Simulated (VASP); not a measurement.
# Ru (P6_3/mmc) in VASP: a series of runs

The runs below take Ru through equation of state, with PBE+D3(BJ).

Program: VASP 6.6.1. These are calculated values, not measurements. Logs are shortened: lines on timing, memory, paths and dates and some standing lists are left out, and cuts for length are marked.

## 1. Starting point

It takes space group P6_3/mmc (No. 194, hexagonal). The conventional cell has a = 2.705 Å, b = 2.705 Å, c = 4.244 Å, α = 90.00°, β = 90.00°, γ = 120.00°. Ru (site symmetry -6m2) has 12 Ru at 2.63 to 2.71 Å as nearest neighbours.

## 2. Equation of state, PBE+D3(BJ), 12.91 Å³/atom (a relaxed cell with its volume scaled by 0.96)

INCAR reads:

```
SYSTEM = Ru
PREC = Accurate ; ENCUT = 520
EDIFF = 1E-7 ; ISMEAR = -1
SIGMA = 0.05 ; LREAL = .False.
LASPH = .True. ; NELM = 100
ALGO = Normal ; ISIF = 2
LWAVE = .False. ; LCHARG = .False.
GGA = PE ; IVDW = 12
```

KPOINTS reads:

```
Automatic mesh
0
Gamma
  10 10 6
  0 0 0
```

POSCAR reads:

```
Ru                                      
1.0
    2.6686647157     -0.0000000000     -0.0000000000
   -1.3343323579      2.3111314380      0.0000000000
   -0.0000000000     -0.0000000000      4.1865110638
  Ru            
     2
Direct
     0.6666666667000030    0.3333333332999970    0.7500000000000000
     0.3333333332999970    0.6666666667000030    0.2500000000000000
```

Potentials or basis: VASP PAW PBE potentials, release 64 (Ru_pv).

Launch:

```
> cat potpaw_PBE.64/Ru_pv/POTCAR > POTCAR
> mpirun -np 1 vasp_std > vasp.out
```

OUTCAR:

```text
SYSTEM = Ru
   PREC = Accurate
   ENCUT = 520
   EDIFF = 1E-7
   ISMEAR = -1
   LREAL = .False.
   LASPH = .True.
   NELM = 100
   ISIF = 2
   GGA = PE
   IVDW = 12
 IVDW          = 12

 ion  position               nearest neighbor table
   1  0.667  0.333  0.750-   2 2.60   2 2.60   2 2.60   2 2.60   2 2.60   2 2.60
   2  0.333  0.667  0.250-   1 2.60   1 2.60   1 2.60   1 2.60   1 2.60   1 2.60

  LATTYP: Found a hexagonal cell.
 ALAT       =     2.6686647157
 C/A-ratio  =     1.5687662220

  Lattice vectors:

 A1 = (   2.6686647157,   0.0000000000,   0.0000000000)
 A2 = (  -1.3343323579,   2.3111314380,   0.0000000000)
 A3 = (   0.0000000000,   0.0000000000,   4.1865110638)

Analysis of symmetry for initial positions (statically):
=====================================================================
 Subroutine PRICEL returns:
 Original cell was already a primitive cell.

 Routine SETGRP: Setting up the symmetry group for a
 hexagonal supercell.

 Subroutine GETGRP returns: Found 24 space group operations
 (whereof 12 operations were pure point group operations)
 out of a pool of 24 trial point group operations.

The static configuration has the point symmetry D_3d.
 The point group associated with its full space group is D_6h.

Analysis of symmetry for dynamics (positions and initial velocities):
=====================================================================
 Subroutine PRICEL returns:
 Original cell was already a primitive cell.

 Routine SETGRP: Setting up the symmetry group for a
 hexagonal supercell.

 Subroutine GETGRP returns: Found 24 space group operations
 (whereof 12 operations were pure point group operations)
 out of a pool of 24 trial point group operations.

The dynamic configuration has the point symmetry D_3d.
 The point group associated with its full space group is D_6h.

 Subroutine INISYM returns: Found 24 space group operations
 (whereof 12 operations are pure point group operations),
 and found     1 'primitive' translations

----------------------------------------------------------------------------------------

                                     Primitive cell

  volume of cell :      25.8209

  direct lattice vectors                    reciprocal lattice vectors
     2.668664716  0.000000000  0.000000000     0.374719235  0.216344251  0.000000000
    -1.334332358  2.311131438  0.000000000     0.000000000  0.432688502  0.000000000
     0.000000000  0.000000000  4.186511064     0.000000000  0.000000000  0.238862381

  length of vectors
     2.668664716  2.668664716  4.186511064     0.432688502  0.432688502  0.238862381
[... 82 lines left out ...]
   LREAL  =      F    real-space projection
   EDIFFG = 0.1E-05   stopping-criterion for IOM
   NSW    =      0    number of steps for IOM
   IBRION =     -1    ionic relax: 0-MD 1-quasi-New 2-CG
   NFREE  =      0    steps in history (QN), initial steepest desc. (CG)
   ISIF   =      2    stress and relaxation
   ISYM   =      2    0-nonsym 1-usesym 2-fastsym
   POTIM  = 0.5000    time-step for ionic-motion
   TEBEG  =    0.0;   TEEND  =   0.0 temperature during run
   PSTRESS=    0.0 pullay stress
   NELECT =      28.0000    total number of electrons
   NUPDOWN=      -1.0000    fix difference up-down
   EMIN   =  10.00;   EMAX   =-10.00  energy-range for DOS
   EFERMI =   0.00;   METHOD = LEGACY
   ISMEAR =    -1;   SIGMA  =   0.05  broadening in eV -4-tet -1-fermi 0-gaus
   EFERMI_NEDOS =   21; number of points for ismear=-14 and -15
   IALGO  =     38    algorithm
   IMIX   =      4    mixing-type and parameters
     AMIX     =   0.40;   BMIX     =  1.00
     AMIX_MAG =   1.60;   BMIX_MAG =  1.00
  volume/ion in A,a.u.               =      12.91        87.12
  Fermi-wavevector in a.u.,A,eV,Ry     =   1.681914  3.178357 38.488648  2.828836
  Thomas-Fermi vector in A             =   2.765386
   LORBIT       =      0    0 simple, 1 ext, 2 COOP (PROOUT), +10 PAW based schemes
   GGA     = PE    functional components
   LHFCALC =     F    Hartree Fock is set to
   AEXX    =    0.0000 exact exchange contribution
   IVDW    =    12    specifies the selected vdW correction
   LEPSILON=     F    determine dielectric tensor
   LRPA    =     F    only Hartree local field effects (RPA)
 non-spin polarized calculation
  energy-cutoff  :      520.00
  volume of cell :       25.82
 maximum number of plane-waves:       708
 NGX is ok and might be reduce to    20
   NGX =  9   NGY =  9   NGZ = 15

 number of electron      27.9999993 magnetization

 Free energy of the ion-electron system (eV)
  ---------------------------------------------------
  ext. energy  EPLUGINS =         0.00000000
  ---------------------------------------------------
  free energy    TOTEN  =       -18.33740218 eV

  energy without entropy =      -18.32342111  energy(sigma->0) =      -18.33041164

 E-fermi :  13.8049     XC(G=0): -14.4351

 val. band max:       13.7975129799   @ k =   0.1000   0.1000   0.3333
 cond. band min:      13.8377615363   @ k =   0.3000   0.1000   0.1667
 fundamental gap:      0.0402485564
 Fermi energy:        13.8048781039

 k-point     1 :       0.0000    0.0000    0.0000
  band No.  band energies     occupation
      1     -30.0932      2.00000
      2     -28.9912      2.00000
      3     -28.9912      2.00000
      4     -28.7835      2.00000
      5     -28.7835      2.00000
      6     -28.7222      2.00000
[... 481 lines left out ...]
      5     -29.0553      2.00000
      6     -28.9697      2.00000
[... 10 lines left out ...]
     17      17.6350      0.00000
     18      20.8672      0.00000

 [... further k-points ...]

------------------------ aborting loop because EDIFF is reached ----------------------------------------

 Edisp (eV)   -1.31531

 E8    (eV) :    -0.6006

  FORCE on cell =-STRESS in cart. coord.  units (eV):
  Direction    XX          YY          ZZ          XY          YZ          ZX
  --------------------------------------------------------------------------------------
  -------------------------------------------------------------------------------------
  Total       2.39153     2.39153     2.56843    -0.00000     0.00000     0.00000
  in kB     148.39391   148.39391   159.37004    -0.00000     0.00000     0.00000
  external pressure =      152.05 kB  Pullay stress =        0.00 kB

 VOLUME and BASIS-vectors are now :
 -----------------------------------------------------------------------------
  energy-cutoff  :      520.00
  volume of cell :       25.82
      direct lattice vectors                 reciprocal lattice vectors
     2.668664716  0.000000000  0.000000000     0.374719235  0.216344251  0.000000000
    -1.334332358  2.311131438  0.000000000     0.000000000  0.432688502  0.000000000
     0.000000000  0.000000000  4.186511064     0.000000000  0.000000000  0.238862381

 POSITION                                       TOTAL-FORCE (eV/Angst)
 -----------------------------------------------------------------------------------
      1.33433      0.77038      3.13988         0.000000      0.000000      0.000000
     -0.00000      1.54075      1.04663        -0.000000      0.000000      0.000000
 -----------------------------------------------------------------------------------
    total drift:                               -0.000000      0.000000     -0.000000

  FREE ENERGIE OF THE ION-ELECTRON SYSTEM (eV)
  ---------------------------------------------------
  free  energy   TOTEN  =       -19.6527110475 eV

  energy  without entropy=      -19.6387299740  energy(sigma->0) =      -19.64572051
```

OSZICAR:

```text
N       E                     dE             d eps       ncg     rms          rms(c)
DAV:   1     0.287110652681E+03    0.28711E+03   -0.18232E+04  2024   0.175E+03
DAV:   2    -0.132320369739E+02   -0.30034E+03   -0.29452E+03  2124   0.497E+02
DAV:   3    -0.195629602422E+02   -0.63309E+01   -0.62345E+01  2080   0.785E+01
DAV:   4    -0.196189562520E+02   -0.55996E-01   -0.55970E-01  2524   0.685E+00
DAV:   5    -0.196198736897E+02   -0.91744E-03   -0.91738E-03  2140   0.741E-01    0.201E+01
DAV:   6    -0.184438197851E+02    0.11761E+01   -0.30293E+00  2032   0.184E+01    0.599E+00
DAV:   7    -0.183461655111E+02    0.97654E-01   -0.30018E-01  2066   0.536E+00    0.131E+00
DAV:   8    -0.183373431994E+02    0.88223E-02   -0.92462E-03  2062   0.116E+00    0.125E-01
DAV:   9    -0.183373917332E+02   -0.48534E-04   -0.38102E-04  2572   0.184E-01    0.528E-02
DAV:  10    -0.183374010936E+02   -0.93604E-05   -0.18256E-05  2156   0.426E-02    0.388E-03
DAV:  11    -0.183374029580E+02   -0.18644E-05   -0.19262E-06  2204   0.141E-02    0.420E-03
DAV:  12    -0.183374021023E+02    0.85566E-06   -0.11713E-07  1258   0.382E-03    0.639E-04
DAV:  13    -0.183374021802E+02   -0.77943E-07   -0.94487E-09  1052   0.832E-04
   1 F= -.19652711E+02 E0= -.19645721E+02  d E =-.139811E-01
```

It took 17 s on 1 thread of Intel Xeon Platinum 8259CL at 2.50GHz (Skylake/Cascade Lake), shared host; peak memory 0.16 GiB.

Results:

- Free energy: -19.6527 eV
- Pressure: 15.2 GPa
- Band gap on the k mesh: none (metal or under the smearing width)
- Dispersion energy per atom: -0.658 eV

Caveat: pairwise dispersion overbinds metals, which lowers pressure and volume.

## 3. Equation of state, PBE+D3(BJ), 13.18 Å³/atom (a relaxed cell with its volume scaled by 0.98)

INCAR is that of step 2.

KPOINTS is that of step 2.

POSCAR reads:

```
Ru                                      
1.0
    2.6870698816     -0.0000000000     -0.0000000000
   -1.3435349408      2.3270707792      0.0000000000
   -0.0000000000     -0.0000000000      4.2153844663
  Ru            
     2
Direct
     0.6666666667000030    0.3333333332999970    0.7500000000000000
     0.3333333332999970    0.6666666667000030    0.2500000000000000
```

Potentials or basis: VASP PAW PBE potentials, release 64 (Ru_pv).

Launch:

```
> cat potpaw_PBE.64/Ru_pv/POTCAR > POTCAR
> mpirun -np 1 vasp_std > vasp.out
```

Wall time 17 s (1 thread of Intel Xeon Platinum 8259CL at 2.50GHz (Skylake/Cascade Lake), shared host); peak memory 0.16 GiB.

Results (log left out):

| Property | Result |
| --- | --- |
| Free energy | -19.6904 eV |
| Pressure | 7.2 GPa |
| Band gap on the k mesh | none (metal or under the smearing width) |
| Dispersion energy per atom | -0.644 eV |

Caveat: pairwise dispersion overbinds metals, which lowers pressure and volume.

## 4. Equation of state, PBE+D3(BJ), 13.45 Å³/atom

INCAR is that of step 3.

KPOINTS is that of step 3.

POSCAR reads:

```
Ru                                      
1.0
    2.7052263099     -0.0000000000     -0.0000000000
   -1.3526131550      2.3427947074      0.0000000000
   -0.0000000000     -0.0000000000      4.2438676578
  Ru            
     2
Direct
     0.6666666667000030    0.3333333332999970    0.7500000000000000
     0.3333333332999970    0.6666666667000030    0.2500000000000000
```

Launch:

```
> cat potpaw_PBE.64/Ru_pv/POTCAR > POTCAR
> mpirun -np 1 vasp_std > vasp.out
```

Wall time 17 s (1 thread of Intel Xeon Platinum 8259CL at 2.50GHz (Skylake/Cascade Lake), shared host); peak memory 0.16 GiB.

It converged, with:

```
Free energy                : -19.7028 eV
Pressure                   : 0.1 GPa
Band gap on the k mesh     : none (metal or under the smearing width)
Dispersion energy per atom : -0.630 eV
```

Caveat: pairwise dispersion overbinds metals, which lowers pressure and volume.

## 5. Equation of state, PBE+D3(BJ), 13.72 Å³/atom (a relaxed cell with its volume scaled by 1.02)

INCAR is that of step 4.

KPOINTS is that of step 4.

POSCAR reads:

```
Ru                                      
1.0
    2.7231422381     -0.0000000000     -0.0000000000
   -1.3615711190      2.3583103563      0.0000000000
   -0.0000000000     -0.0000000000      4.2719735607
  Ru            
     2
Direct
     0.6666666667000030    0.3333333332999970    0.7500000000000000
     0.3333333332999970    0.6666666667000030    0.2500000000000000
```

Launch:

```
> cat potpaw_PBE.64/Ru_pv/POTCAR > POTCAR
> mpirun -np 1 vasp_std > vasp.out
```

It took 17 s on 1 thread of Intel Xeon Platinum 8259CL at 2.50GHz (Skylake/Cascade Lake), shared host; peak memory 0.16 GiB.

The run converged. Its results:

* Free energy: -19.6926 eV
* Pressure: -6.3 GPa
* Band gap on the k mesh: none (metal or under the smearing width)
* Dispersion energy per atom: -0.617 eV

Caveat: pairwise dispersion overbinds metals, which lowers pressure and volume.

## 6. Equation of state, PBE+D3(BJ), 13.99 Å³/atom (a relaxed cell with its volume scaled by 1.04)

INCAR is that of step 5.

KPOINTS is that of step 5.

POSCAR reads:

```
Ru                                      
1.0
    2.7408254754     -0.0000000000     -0.0000000000
   -1.3704127377      2.3736244890      0.0000000000
   -0.0000000000     -0.0000000000      4.2997144261
  Ru            
     2
Direct
     0.6666666667000030    0.3333333332999970    0.7500000000000000
     0.3333333332999970    0.6666666667000030    0.2500000000000000
```

Potentials or basis: VASP PAW PBE potentials, release 64 (Ru_pv).

Launch:

```
> cat potpaw_PBE.64/Ru_pv/POTCAR > POTCAR
> mpirun -np 1 vasp_std > vasp.out
```

Run time: 17 s. Hardware: 1 thread of Intel Xeon Platinum 8259CL at 2.50GHz (Skylake/Cascade Lake), shared host; peak memory 0.16 GiB.

The run converged. Its results:

* Free energy: -19.6623 eV
* Pressure: -11.9 GPa
* Band gap on the k mesh: none (metal or under the smearing width)
* Dispersion energy per atom: -0.605 eV

Caveat: pairwise dispersion overbinds metals, which lowers pressure and volume.

## 7. Equation of state, PBE+D3(BJ)

This step only gathers the single runs of the series.

Results:

```yaml
Equilibrium_volume: 13.46 Å³/atom
Bulk_modulus_at_fixed_shape_and_positions: 335 GPa
Pressure_derivative_of_the_bulk_modulus: "4.8 (rough: it moves with the points fitted)"
```

Energy against volume, from the lowest point:
```tsv
volume (Å³/atom)	energy (meV/atom)
12.910	25.03
13.179	6.17
13.448	0.00
13.717	5.10
13.986	20.25
```

Caveat: the cell was scaled at fixed shape and fractional positions, which overstates the stiffness of a crystal with free parameters, most of all of layers and chains.
